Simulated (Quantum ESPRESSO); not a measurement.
## CsH: phonons at points of the zone under several settings

```xyz
2
Lattice="0.0000 3.1880 3.1880 3.1880 0.0000 3.1880 3.1880 3.1880 0.0000" Properties=species:S:1:pos:R:3 pbc="T T T"
Cs    0.0000    0.0000    0.0000
H     3.1880    3.1880    3.1880
```

All runs used Quantum ESPRESSO 7.5; potentials PseudoDojo 0.4.1 SR LDA standard; k mesh 4 × 4 × 4, shifted; relaxed cell; no spin polarisation; cutoff 1007 eV; occupations smeared at first, fixed for the response.

| level | point | frequencies (cm⁻¹) |
| --- | --- | --- |
| LDA | Γ (0.000, 0.000, 0.000) | 0 0 0 455 455 455 |
| LDA | L (0.500, 0.500, 0.500) | 42 42 64 568 568 740 |
| LDA | K (0.375, 0.375, 0.750) | ? |
| LDA | W (0.500, 0.250, 0.750) | 48 48 49 509 509 610 |
| LDA | X (0.500, 0.000, 0.500) | 28 28 58 475 475 521 |

Task: What stands in the row left open?

Result: Frequencies 39 51 53 518 523 595 cm⁻¹.
